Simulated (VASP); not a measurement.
Crystal: Ir.

```
CELL_PARAMETERS angstrom
2.71811 0.00000 0.00000
-1.35906 2.35396 0.00000
0.00000 0.00000 4.43868
ATOMIC_POSITIONS crystal
Ir 0.33333 0.66667 0.25000
Ir 0.66667 0.33333 0.75000
```

This isn't the form of Ir at room conditions, which is fcc.

| Property | Result |
| --- | --- |
| Program | VASP 6.6.1 |
| Task | relaxation of cell and atoms |
| Functional | RPBE |
| Potentials or basis | VASP PAW PBE potentials, release 64 (Ir) |
| Cutoff | 600 eV |
| k mesh | 18 × 18 × 10 |
| Occupations | gaussian, width 0.1 eV |
| Spin | no spin polarisation |

At the start: pressure 14.0 GPa; volume 14.20 Å³/atom.

Where does the relaxation end?

Over 9 steps the energy falls by 24.1 meV/atom and the volume is 14.76 Å³/atom (+3.9 %); space group P6_3/mmc (No. 194, to 0.05 Å).

The path:
```csv
step,energy change (eV),largest force (eV/Å),pressure (GPa),volume (Å³)
1,0.0000,0.0000,14.03,28.40
2,0.4378,0.0000,-31.28,33.82
3,-0.0474,0.0000,-0.86,29.59
4,-0.0476,0.0000,-0.13,29.53
5,-0.0476,0.0000,0.12,29.51
6,-0.0481,0.0000,0.24,29.50
7,-0.0481,0.0000,0.21,29.50
8,-0.0481,0.0000,-0.53,29.57
9,-0.0482,0.0000,0.02,29.52
```

Final structure:
```
CELL_PARAMETERS angstrom
2.76049 0.00000 0.00000
-1.38024 2.39065 0.00000
0.00000 0.00000 4.47260
ATOMIC_POSITIONS crystal
Ir 0.33333 0.66667 0.25000
Ir 0.66667 0.33333 0.75000
```

Caveat: the PAW data sets were made with another functional, which shifts forces and pressure a little.
